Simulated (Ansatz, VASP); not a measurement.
**Two plane-wave programs on Rh**

INCAR

```
SYSTEM = Rh
PREC     = Accurate       ! precision mode
ENCUT    = 520            ! plane-wave cutoff, eV
EDIFF    = 1E-6           ! SCF threshold, eV
ISMEAR   = 0              ! smearing method
SIGMA    = 0.15           ! smearing width, eV
LREAL    = .False.        ! projectors in reciprocal space
LASPH    = .True.         ! aspherical terms in the spheres
NELM     = 100            ! most SCF steps
ALGO     = Fast           ! electronic algorithm
ISIF     = 2              ! what is computed and relaxed
LWAVE    = .False.        ! write WAVECAR
LCHARG   = .True.         ! write CHGCAR
GGA      = PE             ! functional
LELF     = .True.         ! ELF
LVHAR    = .True.       
NBANDS   = 14             ! bands
```

Contents of KPOINTS:

```
regular mesh
0
Gamma
  20 20 20
  0 0 0
```

The input POSCAR:

```
Rh
1.0
   -0.2872578633      1.8639205224      1.9150524221
    1.8639205224     -0.2872578633      1.9150524221
    1.5766626591      1.5766626591      0.0000000000
Rh
1
Direct
    0.0000000000      0.0000000000      0.0000000000
```

Input for Ansatz:

```yaml
crystal:
  lattice:
    - [-0.2872578633, 1.8639205224, 1.9150524221]
    - [1.8639205224, -0.2872578633, 1.9150524221]
    - [1.5766626591, 1.5766626591, 0.0]
  atoms:
    - { symbol: Rh, position: [0.0, 0.0, 0.0] }
basis:
  ecutwfc: 420
kpoints:
  mp_grid: { grid: [20, 20, 20] }
hamiltonian:
  xc: pbe
  pseudopotentials: { kind: paw, azcp: { folder: soft_1 } }
scf:
  occupations: { method: gaussian, width: 0.15 }
output:
  forces: true
  stress: true
  eigenvalues: true
```

Change from the starting cell: engineering shear strain xy -0.3000, equal normal strain along x and y -0.0267.

Alike in both runs: task single point; functional PBE; k mesh 20 × 20 × 20; occupations gaussian, width 0.15 eV; no spin polarisation.

|  | VASP | Ansatz |
| --- | --- | --- |
| version | VASP 6.6.1 | Ansatz 0.2.0 |
| potentials or method | VASP PAW PBE potentials, release 64 (Rh_pv) | scalar-relativistic, plane waves, PAW |
| plane-wave cutoff (eV) | 520 | 420 |
| valence electrons in the cell | 15 | 17 |

|  | VASP | Ansatz | Ansatz less VASP |
| --- | --- | --- | --- |
| gap on the k mesh at the Fermi level (eV) | none | none | - |
| pressure (GPa) | 59.0 | 58.7 | -0.36 |
| largest component of the traceless stress (GPa) | 74.62 | 73.91 | -0.708 |

A gap of «none» marks a metal or a gap that the smearing closes. The functional is the same, so the differences come from potentials, cutoffs and numerics. The two sets of potentials don't hold the same shells in valence.

Caveats: so large a pressure means that the cell lies far from this level's equilibrium, or that cutoff or potentials fall short (VASP).
